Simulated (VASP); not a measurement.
# TiC (Fm-3m) in VASP: notebook, part 2 of 2

VASP 6.6.1. Earlier steps stand in the parts before.

## Step 3: Single point, PBE

Input file INCAR:

```
  ALGO = Fast
  EDIFF = 1E-7
  ENCUT = 520
  GGA = PE
  ISIF = 2
  ISMEAR = 0
  LASPH = True
  LCHARG = False
  LREAL = False
  LWAVE = False
  NELM = 60
  PREC = Accurate
  SIGMA = 0.1
```

Input file KPOINTS:

```
k-points
0
Gamma
  12 12 12
```

Input file POSCAR:

```
TiC
1.0
    0.0000000000      2.1593000000      2.1593000000
    2.1593000000      0.0000000000      2.1593000000
    2.1593000000      2.1593000000      0.0000000000
Ti C
1 1
Direct
    0.0000000000      0.0000000000      0.0000000000
    0.5000000000      0.5000000000      0.5000000000
```

Potentials or basis: VASP PAW PBE potentials, release 64 (Ti_sv, C).

The run is started by

```sh
> cat potpaw_PBE.64/Ti_sv/POTCAR potpaw_PBE.64/C/POTCAR > POTCAR
> mpirun -np 1 vasp_std > vasp.out
```

OUTCAR:

```text
EDIFF = 1E-7
   ENCUT = 520
   GGA = PE
   ISIF = 2
   ISMEAR = 0
   LASPH = True
   LREAL = False
   NELM = 60
   PREC = Accurate

 ion  position               nearest neighbor table
   1  0.000  0.000  0.000-   2 2.16   2 2.16   2 2.16   2 2.16   2 2.16   2 2.16
   2  0.500  0.500  0.500-   1 2.16   1 2.16   1 2.16   1 2.16   1 2.16   1 2.16

  LATTYP: Found a face centered cubic cell.
 ALAT       =     4.3186000000

  Lattice vectors:

 A1 = (   0.0000000000,   2.1593000000,   2.1593000000)
 A2 = (   2.1593000000,   0.0000000000,   2.1593000000)
 A3 = (   2.1593000000,   2.1593000000,   0.0000000000)

Analysis of symmetry for initial positions (statically):
=====================================================================
 Subroutine PRICEL returns:
 Original cell was already a primitive cell.

 Routine SETGRP: Setting up the symmetry group for a
 face centered cubic supercell.

 Subroutine GETGRP returns: Found 48 space group operations
 (whereof 48 operations were pure point group operations)
 out of a pool of 48 trial point group operations.

The static configuration has the point symmetry O_h .

Analysis of symmetry for dynamics (positions and initial velocities):
=====================================================================
 Subroutine PRICEL returns:
 Original cell was already a primitive cell.

 Routine SETGRP: Setting up the symmetry group for a
 face centered cubic supercell.

 Subroutine GETGRP returns: Found 48 space group operations
 (whereof 48 operations were pure point group operations)
 out of a pool of 48 trial point group operations.

The dynamic configuration has the point symmetry O_h .

 Subroutine INISYM returns: Found 48 space group operations
 (whereof 48 operations are pure point group operations),
 and found     1 'primitive' translations

----------------------------------------------------------------------------------------

                                     Primitive cell
[... 115 lines left out ...]
   LORBIT       =      0    0 simple, 1 ext, 2 COOP (PROOUT), +10 PAW based schemes
   GGA     = PE    functional components
   LHFCALC =     F    Hartree Fock is set to
   AEXX    =    0.0000 exact exchange contribution
   IVDW    =     0    specifies the selected vdW correction
   LEPSILON=     F    determine dielectric tensor
   LRPA    =     F    only Hartree local field effects (RPA)
 non-spin polarized calculation
 RMM-DIIS sequential band-by-band and
 Gauss-broadening in eV      SIGMA  =   0.10
  energy-cutoff  :      520.00
  volume of cell :       20.14
 maximum number of plane-waves:       560
   NGX = 11   NGY = 11   NGZ = 11

 number of electron      16.0000002 magnetization

 Free energy of the ion-electron system (eV)
  ---------------------------------------------------
  ext. energy  EPLUGINS =         0.00000000
  ---------------------------------------------------
  free energy    TOTEN  =       -18.70826845 eV

  energy without entropy =      -18.70678227  energy(sigma->0) =      -18.70752536

 E-fermi :   9.5624     XC(G=0): -12.7442

 val. band max:        9.5152407909   @ k =   0.1667   0.1667   0.0000
 cond. band min:       9.6266199423   @ k =   0.4167   0.3333   0.0000
 fundamental gap:      0.1113791514
 Fermi energy:         9.5624141323

 k-point     1 :       0.0000    0.0000    0.0000
  band No.  band energies     occupation
      1     -47.0471      2.00000
      2     -23.0665      2.00000
      3     -23.0665      2.00000
      4     -23.0665      2.00000
      5      -2.9210      2.00000
      6      10.2134      0.00000
      7      10.2134      0.00000
      8      10.2134      0.00000
      9      11.2067      0.00000
     10      11.2067      0.00000
     11      11.2067      0.00000
     12      11.2484      0.00000
[... 331 lines left out ...]
 k-point    24 :      -0.4167    0.1667    0.0000
  band No.  band energies     occupation
      1     -46.9638      2.00000
      2     -23.5266      2.00000
      3     -23.2086      2.00000
      4     -23.1346      2.00000
      5       0.3742      2.00000
      6       4.2680      2.00000
      7       6.5600      2.00000
      8       6.8389      2.00000
      9      12.2763      0.00000
     10      12.3463      0.00000
     11      13.4150      0.00000
     12      16.2141      0.00000

 [... further k-points ...]
[... 5 lines left out ...]
  --------------------------------------------------------------------------------------
  -------------------------------------------------------------------------------------
  Total        0.3468212      0.3468212      0.3468212      0.0000000     -0.0000000      0.0000000
  in kB       27.5960709     27.5960709     27.5960709      0.0000000     -0.0000000      0.0000000
  external PRESSURE =      27.5960709 kB  Pullay stress =       0.0000000 kB

 VOLUME and BASIS-vectors are now :
 -----------------------------------------------------------------------------
  energy-cutoff  :      520.00
  volume of cell :       20.14
      direct lattice vectors                 reciprocal lattice vectors
     0.000000000  2.159300000  2.159300000    -0.231556523  0.231556523  0.231556523
     2.159300000  0.000000000  2.159300000     0.231556523 -0.231556523  0.231556523
     2.159300000  2.159300000  0.000000000     0.231556523  0.231556523 -0.231556523

 POSITION                                       TOTAL-FORCE (eV/Angst)
 -----------------------------------------------------------------------------------
      0.00000      0.00000      0.00000        -0.000000      0.000000     -0.000000
      2.15930      2.15930      2.15930         0.000000     -0.000000      0.000000
 -----------------------------------------------------------------------------------
    total drift:                                0.000000     -0.000000     -0.000000

  FREE ENERGIE OF THE ION-ELECTRON SYSTEM (eV)
  ---------------------------------------------------
  free  energy   TOTEN  =       -18.7082684526 eV

  energy  without entropy=      -18.7067822733  energy(sigma->0) =      -18.70752536
```

Run time: 38 s. Hardware: 1 thread of Intel Xeon 6975P-C (Granite Rapids), shared host; peak memory 0.15 GiB.

Results:

```
Free energy            : -18.7083 eV
Pressure               : 2.8 GPa
Band gap on the k mesh : none (metal or under the smearing width)
```

Levels at points of the mesh, in eV from the Fermi level:
```
           k point  band 4  band 5  band 6  band 7  band 8  band 9  band 10  band 11  band 12
(0.00, 0.00, 0.00)  -32.63  -12.48    0.65    0.65    0.65    1.64     1.64     1.64     1.69
(0.50, 0.00, 0.00)  -32.68   -8.96   -5.92   -2.97   -2.97    2.90     2.90     4.10     8.22
(0.50, 0.50, 0.00)  -32.80  -10.19   -3.48   -1.69   -0.07   -0.07     2.69     3.51     3.51
```

## Step 4: Single point, PBE

Changes to INCAR since step 3:

```diff
@@ -2,3 +2,3 @@
   EDIFF = 1E-7
-  ENCUT = 520
+  ENCUT = 600
   GGA = PE
```

KPOINTS is that of step 3.

POSCAR is that of step 3.

The run is started by

```sh
> cat potpaw_PBE.64/Ti_sv/POTCAR potpaw_PBE.64/C/POTCAR > POTCAR
> mpirun -np 1 vasp_std > vasp.out
```

Wall time 25 s (1 thread of Intel Xeon 6975P-C (Granite Rapids), shared host); peak memory 0.15 GiB.

The run converged. Its results:

| Quantity | Value |
| --- | --- |
| Free energy | -18.7088 eV |
| Pressure | 2.6 GPa |
| Band gap on the k mesh | none (metal or under the smearing width) |

Levels at points of the mesh, in eV from the Fermi level:
```csv
k point,band 6,band 7,band 8,band 9,band 10,band 11
"(0.00, 0.00, 0.00)",0.65,0.65,0.65,1.64,1.64,1.64
"(0.50, 0.00, 0.00)",-5.92,-2.97,-2.97,2.90,2.90,4.10
"(0.50, 0.50, 0.00)",-3.48,-1.69,-0.07,-0.07,2.69,3.51
```

## Step 5: Single point, PBE

Changes to INCAR since step 4:

```diff
@@ -2,3 +2,3 @@
   EDIFF = 1E-7
-  ENCUT = 600
+  ENCUT = 700
   GGA = PE
```

KPOINTS is that of step 4.

POSCAR is that of step 4.

Potentials or basis: VASP PAW PBE potentials, release 64 (Ti_sv, C).

The run is started by

```sh
> cat potpaw_PBE.64/Ti_sv/POTCAR potpaw_PBE.64/C/POTCAR > POTCAR
> mpirun -np 1 vasp_std > vasp.out
```

OUTCAR:

```text
EDIFF = 1E-7
   ENCUT = 700
   GGA = PE
   ISIF = 2
   ISMEAR = 0
   LASPH = True
   LREAL = False
   NELM = 60
   PREC = Accurate

 ion  position               nearest neighbor table
   1  0.000  0.000  0.000-   2 2.16   2 2.16   2 2.16   2 2.16   2 2.16   2 2.16
   2  0.500  0.500  0.500-   1 2.16   1 2.16   1 2.16   1 2.16   1 2.16   1 2.16

  LATTYP: Found a face centered cubic cell.
 ALAT       =     4.3186000000

  Lattice vectors:

 A1 = (   0.0000000000,   2.1593000000,   2.1593000000)
 A2 = (   2.1593000000,   0.0000000000,   2.1593000000)
[... 540 lines left out ...]
      9      12.2748      0.00000
     10      12.3449      0.00000
     11      13.4137      0.00000
     12      16.2124      0.00000

 [... further k-points ...]
[... 5 lines left out ...]
  --------------------------------------------------------------------------------------
  -------------------------------------------------------------------------------------
  Total        0.3276592      0.3276592      0.3276592      0.0000000      0.0000000      0.0000000
  in kB       26.0713775     26.0713775     26.0713775      0.0000000      0.0000000      0.0000000
  external PRESSURE =      26.0713775 kB  Pullay stress =       0.0000000 kB

 VOLUME and BASIS-vectors are now :
 -----------------------------------------------------------------------------
  energy-cutoff  :      700.00
  volume of cell :       20.14
      direct lattice vectors                 reciprocal lattice vectors
     0.000000000  2.159300000  2.159300000    -0.231556523  0.231556523  0.231556523
     2.159300000  0.000000000  2.159300000     0.231556523 -0.231556523  0.231556523
     2.159300000  2.159300000  0.000000000     0.231556523  0.231556523 -0.231556523

 POSITION                                       TOTAL-FORCE (eV/Angst)
 -----------------------------------------------------------------------------------
      0.00000      0.00000      0.00000         0.000000     -0.000000      0.000000
      2.15930      2.15930      2.15930        -0.000000      0.000000     -0.000000
 -----------------------------------------------------------------------------------
    total drift:                               -0.000000      0.000000      0.000000

  FREE ENERGIE OF THE ION-ELECTRON SYSTEM (eV)
  ---------------------------------------------------
  free  energy   TOTEN  =       -18.7118086697 eV

  energy  without entropy=      -18.7103228123  energy(sigma->0) =      -18.71106574
```

stdout:

```text
POSCAR found type information on POSCAR TiC
 POSCAR found :  2 types and       2 ions
 scaLAPACK will be used
 LDA part: xc-table for (Slater+PW92), standard interpolation
 POSCAR, INCAR and KPOINTS ok, starting setup
 FFT: planning ... GRIDC
 FFT: planning ... GRID_SOFT
 FFT: planning ... GRID
 WAVECAR not read
 entering main loop
WARNING in EDDRMM: call to ZHEGV failed, returncode =   8  4      4
WARNING in EDDRMM: call to ZHEGV failed, returncode =   6  3      9
WARNING in EDDRMM: call to ZHEGV failed, returncode =   6  3      3
WARNING in EDDRMM: call to ZHEGV failed, returncode =   8  4      2
WARNING in EDDRMM: call to ZHEGV failed, returncode =   8  4     12
```

It took 72 s on 1 thread of Intel Xeon 6975P-C (Granite Rapids), shared host; peak memory 0.18 GiB.

Results:

```yaml
Free_energy: -18.7118 eV
Pressure: 2.6 GPa
Band_gap_on_the_k_mesh: none (metal or under the smearing width)
```

## Step 6: Summary

| cutoff (eV) | gap on the mesh (eV) | pressure (GPa) |
| --- | --- | --- |
| 450 | none | - |
| 520 | none | 2.8 |
| 600 | none | 2.6 |
| 700 | none | 2.6 |

Alike in all rows: task single point; level PBE; potentials or basis VASP PAW PBE potentials, release 64 (Ti_sv, C); no spin polarisation; cell as given; k mesh 12 × 12 × 12; smearing gaussian 0.1 eV.

Every run on the cell as given and a fine mesh finds a metal.

Caveats: the cutoff is under 1.25 times the usual one of these potentials, so pressure, stress and relaxed cells hold a basis-set (Pulay) error (some runs).

Absolute energies hang on the potentials; compare differences alone.
